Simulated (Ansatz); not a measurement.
TaN:

```xyz
2
Lattice="0.0000 2.1790 2.1790 2.1790 0.0000 2.1790 2.1790 2.1790 0.0000" Properties=species:S:1:pos:R:3 pbc="T T T"
Ta    2.1790    2.1790    2.1790
N     0.0000    0.0000    0.0000
```

| Quantity | Value |
| --- | --- |
| Program | Ansatz 0.2.0 |
| Task | relaxation of cell and atoms |
| Functional | r2SCAN |
| Dispersion | rVV10 |
| Potentials or basis | Ansatz PAW |
| Cutoff | 500 eV (not typed: the program's choice for these potentials) |
| k mesh | 10 × 10 × 10 |
| Occupations | fermi-dirac, width 0.05 eV |
| Spin | no spin polarisation |

At the start: volume 10.35 Å³/atom.

Task: How do energy, volume and symmetry change on relaxing?

Result: It ends after 5 steps and the volume is 10.55 Å³/atom (+2.0 %); space group Fm-3m (No. 225, to 0.05 Å).

Step by step:
| step | energy change (eV) | largest force (eV/Å) | volume (Å³) |
| --- | --- | --- | --- |
| 1 | 0.0000 | 0.0000 | 20.69 |
| 2 | -0.0076 | 0.0000 | 21.27 |
| 3 | -0.0091 | 0.0000 | 21.11 |
| 4 | -0.0091 | 0.0000 | 21.10 |
| 5 | -0.0093 | 0.0000 | 21.10 |

Final structure:
```
CELL_PARAMETERS angstrom
0.00000 2.19336 2.19336
2.19336 0.00000 2.19336
2.19336 2.19336 0.00000
ATOMIC_POSITIONS crystal
Ta 0.50000 0.50000 0.50000
N 0.00000 0.00000 0.00000
```

Caveat: the plane-wave basis is chosen anew once the cell has moved, so the energies of steps on either side of that aren't comparable; the PAW data sets come from PBE, with cores solved anew for the run's functional, which leaves a small shift of forces and pressure.
